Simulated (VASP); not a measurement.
# Te (R-3m) in VASP: a series of runs, part 2 of 2

VASP 6.6.1. The steps go on from the part before.

## 4. Relaxation of cell and atoms, PBE+D3

The input, INCAR:

```
ALGO = Normal ; EDIFF = 1E-6
EDIFFG = -0.01 ; ENCUT = 600
GGA = PE ; IBRION = 2
ISIF = 3 ; ISMEAR = -1
IVDW = 11 ; LASPH = True
LCHARG = False ; LREAL = False
LWAVE = False ; NELM = 80
NSW = 40 ; PREC = Accurate
SIGMA = 0.05
```

The input, KPOINTS:

```
k-points
0
Gamma
  9 9 9
```

The input, POSCAR:

```
Te
1.0
    2.3059043427      1.3313144930      1.6909537039
   -2.3059043427      1.3313144930      1.6909537039
    0.0000000000     -2.6626289860      1.6909537039
Te
1
Direct
    0.5000000000      0.5000000000      0.5000000000
```

Potentials or basis: VASP PAW PBE potentials, release 64 (Te).

Run with:

```sh
$ cat potpaw_PBE.64/Te/POTCAR > POTCAR
$ mpirun -np 1 vasp_std > vasp.out
```

OUTCAR:

```text
EDIFF = 1E-6
   EDIFFG = -0.01
   ENCUT = 600
   GGA = PE
   IBRION = 2
   ISIF = 3
   ISMEAR = -1
   IVDW = 11
   LASPH = True
   LREAL = False
   NELM = 80
   NSW = 40
   PREC = Accurate
 IVDW          = 11

 ion  position               nearest neighbor table
   1  0.500  0.500  0.500-

  LATTYP: Found a trigonal (rhomboedric) cell.
 ALAT       =     3.1541904739
 COS(alpha) =    -0.0688991668

  Lattice vectors:

 A1 = (   2.3059043427,   1.3313144930,   1.6909537039)
 A2 = (  -2.3059043427,   1.3313144930,   1.6909537039)
 A3 = (   0.0000000000,  -2.6626289860,   1.6909537039)

Analysis of symmetry for initial positions (statically):
=====================================================================
 Subroutine PRICEL returns:
 Original cell was already a primitive cell.

 Routine SETGRP: Setting up the symmetry group for a
 trigonal (rhombohedral) supercell.

 Subroutine GETGRP returns: Found 12 space group operations
 (whereof 12 operations were pure point group operations)
 out of a pool of 12 trial point group operations.

The static configuration has the point symmetry D_3d.

Analysis of symmetry for dynamics (positions and initial velocities):
=====================================================================
 Subroutine PRICEL returns:
 Original cell was already a primitive cell.

 Routine SETGRP: Setting up the symmetry group for a
 trigonal (rhombohedral) supercell.

 Subroutine GETGRP returns: Found 12 space group operations
 (whereof 12 operations were pure point group operations)
 out of a pool of 12 trial point group operations.

The dynamic configuration has the point symmetry D_3d.

 Subroutine INISYM returns: Found 12 space group operations
 (whereof 12 operations are pure point group operations),
 and found     1 'primitive' translations

----------------------------------------------------------------------------------------

                                     Primitive cell

  volume of cell :      31.1462

  direct lattice vectors                    reciprocal lattice vectors
     2.305904343  1.331314493  1.690953704     0.216834667  0.125189553  0.197127415
    -2.305904343  1.331314493  1.690953704    -0.216834667  0.125189553  0.197127415
     0.000000000 -2.662628986  1.690953704     0.000000000 -0.250379107  0.197127415
[... 96 lines left out ...]
   EFERMI =   0.00;   METHOD = LEGACY
   ISMEAR =    -1;   SIGMA  =   0.05  broadening in eV -4-tet -1-fermi 0-gaus
   EFERMI_NEDOS =   21; number of points for ismear=-14 and -15
   IALGO  =     38    algorithm
   IMIX   =      4    mixing-type and parameters
     AMIX     =   0.40;   BMIX     =  1.00
     AMIX_MAG =   1.60;   BMIX_MAG =  1.00
  volume/ion in A,a.u.               =      31.15       210.18
  Fermi-wavevector in a.u.,A,eV,Ry     =   0.945490  1.786717 12.162947  0.893951
  Thomas-Fermi vector in A             =   2.073397
   LORBIT       =      0    0 simple, 1 ext, 2 COOP (PROOUT), +10 PAW based schemes
   GGA     = PE    functional components
   LHFCALC =     F    Hartree Fock is set to
   AEXX    =    0.0000 exact exchange contribution
   IVDW    =    11    specifies the selected vdW correction
   LEPSILON=     F    determine dielectric tensor
   LRPA    =     F    only Hartree local field effects (RPA)
 conjugate gradient relaxation of ions
 non-spin polarized calculation
  energy-cutoff  :      600.00
  volume of cell :       31.15
 maximum number of plane-waves:      1069
 NGX is ok and might be reduce to    28
   NGX = 13   NGY = 13   NGZ = 13

--------------------------------------- Ionic step        1  -------------------------------------------

 number of electron       5.9999999 magnetization

 Free energy of the ion-electron system (eV)
  ---------------------------------------------------
  ext. energy  EPLUGINS =         0.00000000
  ---------------------------------------------------
  free energy    TOTEN  =        -3.08838074 eV

  energy without entropy =       -3.08297663  energy(sigma->0) =       -3.08567869

------------------------ aborting loop because EDIFF is reached ----------------------------------------

 Edisp (eV)   -0.28554

 E8    (eV) :    -0.1757
[... 264 lines left out ...]
--------------------------------------- Ionic step        8  -------------------------------------------

 number of electron       6.0000000 magnetization

 Free energy of the ion-electron system (eV)
  ---------------------------------------------------
  ext. energy  EPLUGINS =         0.00000000
  ---------------------------------------------------
  free energy    TOTEN  =        -3.09970132 eV

  energy without entropy =       -3.09422257  energy(sigma->0) =       -3.09696194

 E-fermi :   6.7504     XC(G=0):  -9.3761

 val. band max:        6.7417813770   @ k =  -0.3333   0.4444   0.2222
 cond. band min:       6.8418579073   @ k =  -0.3333  -0.4444   0.2222
 fundamental gap:      0.1000765303
 Fermi energy:         6.7504257767

 k-point     1 :       0.0000    0.0000    0.0000
  band No.  band energies     occupation
      1      -7.0410      2.00000
      2       7.8348      0.00000
      3       8.0013      0.00000
      4       8.0013      0.00000
      5      12.7527      0.00000
      6      12.7527      0.00000
      7      13.3157      0.00000
[... 221 lines left out ...]
 k-point    24 :       0.4444    0.4444    0.0000
  band No.  band energies     occupation
      1      -3.6024      2.00000
      2       2.1955      2.00000
      3       2.4413      2.00000
      4       9.1389      0.00000
      5      10.5934      0.00000
      6      17.2173      0.00000
      7      19.1004      0.00000

 [... further k-points ...]

------------------------ aborting loop because EDIFF is reached ----------------------------------------

 Edisp (eV)   -0.28058

 E8    (eV) :    -0.1736
[... 24 lines left out ...]
  FREE ENERGIE OF THE ION-ELECTRON SYSTEM (eV)
  ---------------------------------------------------
  free  energy   TOTEN  =        -3.3802840383 eV

  energy  without entropy=       -3.3748052856  energy(sigma->0) =       -3.37754466

 reached required accuracy - stopping structural energy minimisation
```

CONTCAR:

```text
Te
   1.00000000000000
     2.2732146351266858    1.3124410815320982    1.7870049693341079
    -2.2732146351266858    1.3124410815320977    1.7870049693341079
     0.0000000000000001   -2.6248821630641959    1.7870049693341075
  Te
     1
Direct
     0.5000000000000000    0.5000000000000000    0.5000000000000000

  0.00000000E+00  0.00000000E+00  0.00000000E+00
```

It took 76 s on 1 thread of Intel Xeon Platinum 8375C at 2.90GHz (Ice Lake), shared host; peak memory 0.19 GiB.

What came out:

```
Free energy                            : -3.3803 eV
Relaxed volume                         : 31.99 Å³/atom
Relaxed cell                           : a = 3.175 Å, b = 3.175 Å, c = 3.175 Å, α = 91.43°, β = 91.43°, γ = 91.43°
Space group after relaxing (to 0.05 Å) : R-3m (No. 166)
Energy gained by relaxing              : 6.4 meV/atom
Ionic steps                            : 8
Pressure after relaxing                : 0.0 GPa
Band gap on the k mesh                 : none (metal or under the smearing width)
Dispersion energy per atom             : -0.281 eV
```

The path:
```
step  energy change (eV)  largest force (eV/Å)  pressure (GPa)  volume (Å³)
   1              0.0000                0.0000            1.19        31.15
   2             -0.0019                0.0000           -0.65        32.20
   3             -0.0026                0.0000           -0.05        31.83
   4             -0.0032                0.0000           -0.06        31.87
   5             -0.0048                0.0000           -0.09        31.96
   6             -0.0063                0.0000           -0.22        32.12
   7             -0.0055                0.0000            0.71        31.60
   8             -0.0064                0.0000            0.00        31.99
```

Final structure:
```
Te
1.0
     2.27321    1.31244    1.78700
    -2.27321    1.31244    1.78700
     0.00000   -2.62488    1.78700
Te
1
Direct
  0.50000 0.50000 0.50000
```

Caveat: pairwise dispersion overbinds metals, which lowers pressure and volume.

## 5. Relaxation of cell and atoms, PBE+D3(BJ)

Edit INCAR of step 4 so:

```diff
@@ -4,3 +4,3 @@
 ISIF = 3 ; ISMEAR = -1
-IVDW = 11 ; LASPH = True
+IVDW = 12 ; LASPH = True
 LCHARG = False ; LREAL = False
```

KPOINTS is that of step 4.

POSCAR is that of step 4.

Run with:

```sh
$ cat potpaw_PBE.64/Te/POTCAR > POTCAR
$ mpirun -np 1 vasp_std > vasp.out
```

Wall time 2.1 min (1 thread of Intel Xeon Platinum 8375C at 2.90GHz (Ice Lake), shared host); peak memory 0.19 GiB.

The run converged. Its results:

* Free energy: -3.5604 eV
* Relaxed volume: 31.37 Å³/atom
* Relaxed cell: a = 3.156 Å, b = 3.156 Å, c = 3.156 Å, α = 92.35°, β = 92.35°, γ = 92.35°
* Space group after relaxing (to 0.05 Å): R-3m (No. 166)
* Energy gained by relaxing: 0.6 meV/atom
* Ionic steps: 17
* Pressure after relaxing: 0.0 GPa
* Band gap on the k mesh: none (metal or under the smearing width)
* Dispersion energy per atom: -0.468 eV

Step by step:
```tsv
step	energy change (eV)	largest force (eV/Å)	pressure (GPa)	volume (Å³)
1	0.0000	0.0000	0.05	31.15
2	0.0000	0.0000	-0.03	31.19
3	0.0000	0.0000	-0.03	31.19
4	0.0000	0.0000	-0.03	31.20
5	-0.0001	0.0000	-0.05	31.22
6	-0.0001	0.0000	-0.08	31.27
7	-0.0003	0.0000	-0.15	31.37
8	-0.0003	0.0000	-0.35	31.56
9	-0.0004	0.0000	-0.23	31.45
10	-0.0004	0.0000	-0.26	31.47
11	-0.0005	0.0000	-0.25	31.47
12	-0.0005	0.0000	-0.24	31.47
13	-0.0005	0.0000	-0.24	31.48
14	-0.0005	0.0000	-0.23	31.48
15	-0.0005	0.0000	-0.24	31.47
16	-0.0005	0.0000	-0.15	31.43
17	-0.0006	0.0000	-0.04	31.37
```

Final structure:
```yaml
crystal:
  lattice:
    - [2.27734, 1.31482, 1.74594]
    - [-2.27734, 1.31482, 1.74594]
    - [0.00000, -2.62964, 1.74594]
  atoms:
    - { symbol: Te, position: [0.50000, 0.50000, 0.50000] }
```

Levels at points of the mesh, in eV from the Fermi level:
```
           k point  band 1  band 2  band 3  band 4  band 5  band 6
(0.00, 0.00, 0.00)  -13.95    1.03    1.32    1.32    5.99    5.99
```

Caveat: pairwise dispersion overbinds metals, which lowers pressure and volume. The run has no spin-orbit coupling, so splittings on Te are missing.

## 6. Relaxation of cell and atoms, PBE+D4

Edit INCAR of step 5 so:

```diff
@@ -4,3 +4,3 @@
 ISIF = 3 ; ISMEAR = -1
-IVDW = 12 ; LASPH = True
+IVDW = 13 ; LASPH = True
 LCHARG = False ; LREAL = False
```

KPOINTS is that of step 5.

POSCAR is that of step 5.

Potentials or basis: VASP PAW PBE potentials, release 64 (Te).

Run with:

```sh
$ cat potpaw_PBE.64/Te/POTCAR > POTCAR
$ mpirun -np 1 vasp_std > vasp.out
```

Wall time 14 s (1 thread of Intel Xeon Platinum 8375C at 2.90GHz (Ice Lake), shared host); peak memory 0.17 GiB.

Results (log left out):

```
Free energy                : -3.6044 eV
Pressure after relaxing    : 0.0 GPa
Band gap on the k mesh     : none (metal or under the smearing width)
Dispersion energy per atom : -0.516 eV
```

Final structure:
```cif
data_structure
_symmetry_space_group_name_H-M 'P 1'
_symmetry_Int_Tables_number 1
_cell_length_a 3.1542
_cell_length_b 3.1542
_cell_length_c 3.1542
_cell_angle_alpha 93.951
_cell_angle_beta 93.951
_cell_angle_gamma 93.951
_cell_volume 31.15
loop_
_atom_site_label
_atom_site_type_symbol
_atom_site_fract_x
_atom_site_fract_y
_atom_site_fract_z
_atom_site_occupancy
Te1 Te 0.50000 0.50000 0.50000 1
```

Levels at points of the mesh, in eV from the Fermi level:
| k point | band 1 | band 2 | band 3 | band 4 | band 5 | band 6 |
| --- | --- | --- | --- | --- | --- | --- |
| (0.00, 0.00, 0.00) | -13.98 | 0.96 | 1.43 | 1.43 | 6.05 | 6.05 |

Caveat: the relaxation stopped at its first step, so nothing moved; pairwise dispersion overbinds metals, which lowers pressure and volume. The run has no spin-orbit coupling, so splittings on Te are missing.

## 7. The reference run

An earlier run on the cell as given: functional PBE; potentials or basis VASP PAW PBE potentials, release 64 (Te); cutoff 520 eV; k mesh 9 × 9 × 9; occupations fermi-dirac, width 0.05 eV; no spin polarisation.

* Pressure: 2.6 GPa
* Band gap on the k mesh: none (metal or under the smearing width)

## 8. Summary

```csv
task,level,cell,cutoff (eV),gap on the mesh (eV),pressure (GPa),relaxed volume (Å³/atom)
relaxation of cell and atoms,PBE,relaxed,600,none,0.0,32.84
relaxation of cell and atoms,PBE+D2,relaxed,600,none,0.0,31.14
relaxation of cell and atoms,PBE+D3,relaxed,600,none,0.0,31.99
relaxation of cell and atoms,PBE+D3(BJ),relaxed,600,none,0.0,31.37
relaxation of cell and atoms,PBE+D4,relaxed,600,none,0.0,-
single point,PBE,as given,520,none,2.6,-
```

Alike in all rows: potentials or basis VASP PAW PBE potentials, release 64 (Te); no spin polarisation; k mesh 9 × 9 × 9; smearing fermi-dirac 0.05 eV.

Caveats: pairwise dispersion overbinds metals, which lowers pressure and volume (some runs); atom-pairwise D2, TS and ULG terms overbind metals (some runs); the relaxation stopped at its first step, so nothing moved (some runs).

Absolute energies hang on the potentials; compare differences alone.
